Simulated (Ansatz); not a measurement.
# Calculated field gradients at the nuclei for Au under strain

The cell is an entry of the Crystallography Open Database (COD), relaxed with PBE at fixed cell and then changed (z compressed by 3 %, ions relaxed).

```
Au
1.0
     2.90000    0.00000    0.00000
    -1.45000    2.51147    0.00000
     0.00000    0.00000    4.73360
Au
2
Direct
  0.33333 0.66667 0.75000
  0.66667 0.33333 0.25000
```

Atoms are numbered from 1 in the order listed; like atoms form one site, named after its first atom.

Computed with Ansatz: DFT, PBE, plane waves and PAW, scalar-relativistic, 420 eV cutoff, Γ-centred 18×18×10 k-points, Fermi–Dirac smearing 0.05 eV.

Conventions: |V_zz| ≥ |V_yy| ≥ |V_xx|, η = (V_xx − V_yy)/V_zz, C_Q = eQV_zz/h.

197Au: I = 3/2, Q = 547.0 mb. Nuclear quadrupole moments: year-2017 set (Pyykkö).

```json
{"site": "Au", "atoms (order as listed)": "1, 2", "first shell": "12 Au at 2.90 Å", "V_xx, V_yy, V_zz (10²¹ V/m²)": "-0.050, -0.050, 0.10", "η": "0.00", "C_Q (MHz)": "1.32"}
```

An axis of threefold or higher order runs through Au, so V_zz lies along it and η is zero.

The run finds no gap above 0.1 eV (a metal, or nearly one), so the gradients can move by 10 % or more with the k-mesh. Spin–orbit coupling is left out, which shifts gradients on Au by a few per cent in wide-gap crystals, and can shift them far more where the calculated gap is small or absent, as here. At this changed cell the PBE pressure is 7 GPa.
